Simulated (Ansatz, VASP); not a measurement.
# CdF3 in VASP and in Ansatz

```
CELL_PARAMETERS angstrom
0.00000 2.84165 2.84165
2.84165 0.00000 2.84165
2.84165 2.84165 0.00000
ATOMIC_POSITIONS crystal
Cd 0.00000 0.00000 0.00000
F 0.25000 0.25000 0.25000
F 0.75000 0.75000 0.75000
F 0.50000 0.50000 0.50000
```

Change from the starting cell: species swapped into the Sr3Ca type (Fm-3m, No. 225).

Alike in both runs: functional PBE; k mesh 6 × 6 × 6; occupations gaussian, width 0.1 eV; collinear spin.

Ansatz relaxed the structure, and its values are those at the end. VASP's run is a single point on that final structure, the one shown.

|  | VASP | Ansatz |
| --- | --- | --- |
| version | VASP 6.6.1 | Ansatz 0.2.0 |
| potentials or method | VASP PAW PBE potentials, release 64 (Cd, F) | scalar-relativistic, plane waves, PAW |
| plane-wave cutoff (eV) | 520 | 420 |
| valence electrons in the cell | 33 | 41 |

|  | VASP | Ansatz | Ansatz less VASP |
| --- | --- | --- | --- |
| gap on the k mesh at the Fermi level (eV) | none | none | - |
| pressure (GPa) | 0.2 | 0.1 | -0.16 |
| net moment per atom (μB) | 0.25 | 0.25 | 0.000 |
| size of the moment on the site where the two differ most (μB) | 0.51 | 0.56 | +0.049 |

Site moments also hang on the region over which each program counts them. A gap of «none» marks a metal or a gap that the smearing closes. The two sets of potentials don't hold the same shells in valence.
